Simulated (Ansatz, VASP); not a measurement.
Rh in VASP and in Ansatz

```
CELL_PARAMETERS angstrom
0.00000 1.91606 1.91606
1.91606 0.00000 1.91606
1.91606 1.91606 0.00000
ATOMIC_POSITIONS crystal
Rh 0.00000 0.00000 0.00000
```

Alike in both runs: task single point; functional PBE; k mesh 23 × 23 × 23; occupations fermi-dirac, width 0.1 eV; no spin polarisation.

|  | VASP | Ansatz |
| --- | --- | --- |
| version | VASP 6.6.1 | Ansatz 0.2.0 |
| potentials or method | VASP PAW PBE potentials, release 64 (Rh_pv) | plane waves (420 eV) with PAW, scalar-relativistic |
| plane-wave cutoff (eV) | 520 | 420 |
| valence electrons in the cell | 15 | 17 |

|  | VASP | Ansatz | Ansatz less VASP |
| --- | --- | --- | --- |
| pressure (GPa) | 0.0 | 0.0 | -0.03 |

With one functional, cell and mesh, what is left measures potentials, basis and numerics. The two sets of potentials don't hold the same shells in valence.
